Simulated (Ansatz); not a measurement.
SrF2 (fluorite, Fm-3m), PBE (plane waves, PAW; program Ansatz): ε∞ = 2.22, cell volume 50.24 Å³. Infrared-active transverse modes:

```
ω_TO (cm⁻¹)  oscillator strength S_xx (e²/amu)
-----------  ---------------------------------
194.8                                   0.2183
```

Compute the static dielectric constant.

Each mode adds (4.921e7/V) S/ω²: 5.63. So ε0 = 7.86.

What LO frequency does the Lyddane–Sachs–Teller relation give?

ω_LO = ω_TO √(ε0/ε∞) = 366 cm⁻¹.

Symmetry was held in the PBE relaxation; phonons on a q-mesh show no instability. Scalar-relativistic: spin–orbit coupling is off unless named, which matters more the heavier the elements.

Potentials: the later of the program's two PAW sets.
